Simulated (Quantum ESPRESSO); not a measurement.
The system is WC.

```xyz
2
Lattice="0.0000 2.1927 2.1927 2.1927 0.0000 2.1927 2.1927 2.1927 0.0000" Properties=species:S:1:pos:R:3 pbc="T T T"
W     0.0000    0.0000    0.0000
C     2.1927    2.1927    2.1927
```

Measurements of this composition are mostly on another form, of space group No. 187.

| Item | Value |
| --- | --- |
| Program | Quantum ESPRESSO 7.5 |
| Task | phonons and electron-phonon coupling |
| Functional | PBE |
| Potentials or basis | GBRV 1.5 PBE |
| Cutoff | 762 eV |
| Density cutoff | 6095 eV |
| k mesh | 9 × 9 × 9 |
| Occupations | methfessel-paxton, width 0.272 eV |
| Spin | no spin polarisation |
| Mixing beta | 0.5 |
| Most SCF iterations | 120 |
| SCF threshold | 4e-10 Ry |
| q mesh | 3 × 3 × 3 |

The cell and the atoms were relaxed first, to 10.53 Å³/atom (a = 3.100 Å, b = 3.100 Å, c = 3.100 Å, α = 60.00°, β = 60.00°, γ = 60.00°), and the response was taken there.

Problem. Is this structure dynamically stable at this level, and how far does the spectrum reach?

Solution. No: the interpolated spectrum has imaginary modes, down to 123i cm⁻¹ near q = (0.50, 0.20, 0.70). The highest frequency is 684 cm⁻¹.

Phonon frequencies at the corners of the path (cm⁻¹, interpolated; i marks imaginary ones):
| point | frequencies |
| --- | --- |
| Γ | 0 0 0 406 406 406 |
| X | 69i 69i 61 504 504 563 |
| W | 119i 119i 70 528 528 625 |
| K | 90i 86i 24i 539 563 580 |
| L | 85i 85i 79 596 596 684 |
| U | 90i 86i 24i 539 563 580 |

Phonon states per cell in windows of 50 cm⁻¹ (negative: imaginary):
| from (cm⁻¹) | total | W | C |
| --- | --- | --- | --- |
| -150 | 0.27 | 0.26 | 0.01 |
| -100 | 1.07 | 1.05 | 0.03 |
| -50 | 0.37 | 0.36 | 0.01 |
| 0 | 0.35 | 0.34 | 0.01 |
| 50 | 0.85 | 0.84 | 0.01 |
| 100 | 0.09 | 0.09 | 0.00 |
| 150 | 0.00 | 0.00 | 0.00 |
| 200 | 0.00 | 0.00 | 0.00 |
| 250 | 0.00 | 0.00 | 0.00 |
| 300 | 0.00 | 0.00 | 0.00 |
| 350 | 0.00 | 0.00 | 0.00 |
| 400 | 0.07 | 0.00 | 0.06 |
| 450 | 0.32 | 0.01 | 0.31 |
| 500 | 0.88 | 0.03 | 0.85 |
| 550 | 0.94 | 0.01 | 0.93 |
| 600 | 0.68 | 0.00 | 0.68 |
| 650 | 0.11 | 0.00 | 0.11 |

Caveat: the mesh is thin for the phonons of a metal; some modes are imaginary; the interpolated spectrum has imaginary branches, which spoil the λ, ω_log and α²F that the log prints; λ from interpolated matrix elements is rough: modes that symmetry makes equal can differ by tens of percent.
